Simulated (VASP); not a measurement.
Input of a VASP 6.6.1 run:

POSCAR

```
SnO2
1.0
    3.0232700000      0.0000000000      0.0000000000
    0.0000000000      4.9646800000      0.0000000000
    0.0000000000      0.0000000000      5.9769600000
Sn O
1 2
Direct
    0.5000000000      0.5000000000      0.0000000000
    0.0000000000      0.5000000000      0.7757200000
    0.0000000000      0.5000000000      0.2242800000
```

The input INCAR.step1:

```
SYSTEM = SnO2
PREC     = Accurate       ! precision mode
ENCUT    = 520            ! plane-wave cutoff, eV
EDIFF    = 1E-6           ! SCF threshold, eV
ISMEAR   = -1             ! smearing method
SIGMA    = 0.05           ! smearing width, eV
LREAL    = .False.        ! projectors in reciprocal space
LASPH    = .True.         ! aspherical terms in the spheres
NELM     = 60             ! most SCF steps
ALGO     = Normal         ! electronic algorithm
ISIF     = 2              ! what is computed and relaxed
LWAVE    = .False.        ! write WAVECAR
LCHARG   = .True.         ! write CHGCAR
GGA      = PE             ! functional
NBANDS   = 20             ! bands
```

The input KPOINTS.step1:

```
Automatic mesh
0
Gamma
  7 5 4
  0 0 0
```

File INCAR.step2:

```
SYSTEM = SnO2
PREC     = Accurate       ! precision mode
ENCUT    = 520            ! plane-wave cutoff, eV
EDIFF    = 1E-6           ! SCF threshold, eV
ISMEAR   = 0              ! smearing method
SIGMA    = 0.05           ! smearing width, eV
LREAL    = .False.        ! projectors in reciprocal space
LASPH    = .True.         ! aspherical terms in the spheres
NELM     = 60             ! most SCF steps
ALGO     = Normal         ! electronic algorithm
ISIF     = 2              ! what is computed and relaxed
LWAVE    = .False.        ! write WAVECAR
LCHARG   = .False.        ! write CHGCAR
GGA      = PE             ! functional
NBANDS   = 20             ! bands
ICHARG   = 11             ! starting density
```

The input KPOINTS.step2:

```
path GXSYGZURTZ,YT,UX,SR
15
line-mode
reciprocal
 0.0000000000  0.0000000000  0.0000000000  G
 0.5000000000  0.0000000000  0.0000000000  X

 0.5000000000  0.0000000000  0.0000000000  X
 0.5000000000  0.5000000000  0.0000000000  S

 0.5000000000  0.5000000000  0.0000000000  S
 0.0000000000  0.5000000000  0.0000000000  Y

 0.0000000000  0.5000000000  0.0000000000  Y
 0.0000000000  0.0000000000  0.0000000000  G

 0.0000000000  0.0000000000  0.0000000000  G
 0.0000000000  0.0000000000  0.5000000000  Z

 0.0000000000  0.0000000000  0.5000000000  Z
 0.5000000000  0.0000000000  0.5000000000  U

 0.5000000000  0.0000000000  0.5000000000  U
 0.5000000000  0.5000000000  0.5000000000  R

 0.5000000000  0.5000000000  0.5000000000  R
 0.0000000000  0.5000000000  0.5000000000  T

 0.0000000000  0.5000000000  0.5000000000  T
 0.0000000000  0.0000000000  0.5000000000  Z

 0.0000000000  0.5000000000  0.0000000000  Y
 0.0000000000  0.5000000000  0.5000000000  T

 0.5000000000  0.0000000000  0.5000000000  U
 0.5000000000  0.0000000000  0.0000000000  X

 0.5000000000  0.5000000000  0.0000000000  S
 0.5000000000  0.5000000000  0.5000000000  R
```

Potentials or basis: VASP PAW PBE potentials, release 64 (Sn_d, O).

Run with:

```console
$ cat potpaw_PBE.64/Sn_d/POTCAR potpaw_PBE.64/O/POTCAR > POTCAR
$ cp INCAR.step1 INCAR
$ cp KPOINTS.step1 KPOINTS
$ mpirun -np 1 vasp_std > vasp.out
$ cp INCAR.step2 INCAR
$ cp KPOINTS.step2 KPOINTS
$ mpirun -np 1 vasp_std > vasp.out
```

Problem. Predict the band gap along the path.

Solution. 1.27 eV, indirect (least direct gap 1.85 eV).

Problem. Predict the band gap on the k mesh.

Solution. 1.30 eV, indirect (least direct gap 1.85 eV).

Levels at the corners of the path, in eV from the valence-band top:
```
point  band 9  band 10  band 11  band 12  band 13  band 14  band 15  band 16  band 17  band 18
    Γ   -2.81    -2.32    -1.00    -0.80    -0.59     1.27     4.65     6.35     6.76     8.65
    X   -4.07    -3.40    -1.21    -0.82     0.00     3.65     3.84     6.57     9.15    10.30
    X   -4.07    -3.40    -1.21    -0.82     0.00     3.65     3.84     6.57     9.15    10.30
    S   -4.06    -3.39    -1.31    -0.87     0.00     2.72     4.04     8.27     8.44    10.76
    S   -4.06    -3.39    -1.31    -0.87     0.00     2.72     4.04     8.27     8.44    10.76
    Y   -3.16    -2.32    -1.09    -0.80    -0.58     2.03     3.20     7.32     7.70     9.26
    Y   -3.16    -2.32    -1.09    -0.80    -0.58     2.03     3.20     7.32     7.70     9.26
    Γ   -2.81    -2.32    -1.00    -0.80    -0.59     1.27     4.65     6.35     6.76     8.65
    Γ   -2.81    -2.32    -1.00    -0.80    -0.59     1.27     4.65     6.35     6.76     8.65
    Z   -2.77    -2.30    -1.32    -1.08    -0.61     1.71     4.69     5.35     7.10     9.58
    Z   -2.77    -2.30    -1.32    -1.08    -0.61     1.71     4.69     5.35     7.10     9.58
    U   -4.13    -3.15    -1.16    -0.88    -0.41     3.74     3.86     6.89     9.40    10.32
    U   -4.13    -3.15    -1.16    -0.88    -0.41     3.74     3.86     6.89     9.40    10.32
    R   -4.12    -3.13    -1.26    -0.93    -0.40     2.76     4.15     8.51     8.62     9.52
    R   -4.12    -3.13    -1.26    -0.93    -0.40     2.76     4.15     8.51     8.62     9.52
    T   -3.10    -2.30    -1.30    -1.20    -0.61     2.45     3.23     6.78     7.31    10.25
    T   -3.10    -2.30    -1.30    -1.20    -0.61     2.45     3.23     6.78     7.31    10.25
    Z   -2.77    -2.30    -1.32    -1.08    -0.61     1.71     4.69     5.35     7.10     9.58
    Y   -3.16    -2.32    -1.09    -0.80    -0.58     2.03     3.20     7.32     7.70     9.26
    T   -3.10    -2.30    -1.30    -1.20    -0.61     2.45     3.23     6.78     7.31    10.25
    U   -4.13    -3.15    -1.16    -0.88    -0.41     3.74     3.86     6.89     9.40    10.32
    X   -4.07    -3.40    -1.21    -0.82     0.00     3.65     3.84     6.57     9.15    10.30
    S   -4.06    -3.39    -1.31    -0.87     0.00     2.72     4.04     8.27     8.44    10.76
    R   -4.12    -3.13    -1.26    -0.93    -0.40     2.76     4.15     8.51     8.62     9.52
```

Caveat: the log is that of the step along the path at fixed density, whose energy, stress, charges and moments have no meaning; spin-orbit coupling is left out, which moves the levels of the heavy elements. As with any semilocal functional, this PBE gap is likely too small.
